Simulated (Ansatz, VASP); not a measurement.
One calculation of GaN, two programs

```xyz
6
Lattice="0.0000 2.2742 -2.2742 4.5485 0.0000 0.0000 -2.2742 -4.5485 -2.2742" Properties=species:S:1:pos:R:3 pbc="T T T"
Ga    0.0000    0.0000    0.0000
Ga    0.0000   -2.2742   -2.2742
Ga    2.2742    0.0000   -2.2742
N     1.1371   -1.1371   -3.4114
N     3.4114   -1.1371   -1.1371
N     1.1371    1.1371   -1.1371
```

Alike in both runs: functional PBE; k mesh 10 × 10 × 10; occupations gaussian, width 0.02 eV; no spin polarisation.

Ansatz relaxed the structure, and its values are those at the end. VASP's run is a single point on that final structure, the one shown.

|  | VASP | Ansatz |
| --- | --- | --- |
| version | VASP 6.6.1 | Ansatz 0.2.0 |
| potentials or method | VASP PAW PBE potentials, release 64 (Ga_d, N) | scalar-relativistic, plane waves, PAW |
| plane-wave cutoff (eV) | 520 | 420 |
| valence electrons in the cell | 54 | 54 |

VASP gave:

| Property | Result |
| --- | --- |
| gap on the k mesh at the Fermi level (eV) | 1.55 |
| least direct gap on the mesh (eV) | 1.55 |
| pressure (GPa) | 0.2 |

What did Ansatz give for the same quantities?

gap on the k mesh at the Fermi level (eV): 1.54; least direct gap on the mesh (eV): 1.54; pressure (GPa): 0.0.

The functional is the same, so the differences come from potentials, cutoffs and numerics.

A k mesh can miss the band edges.
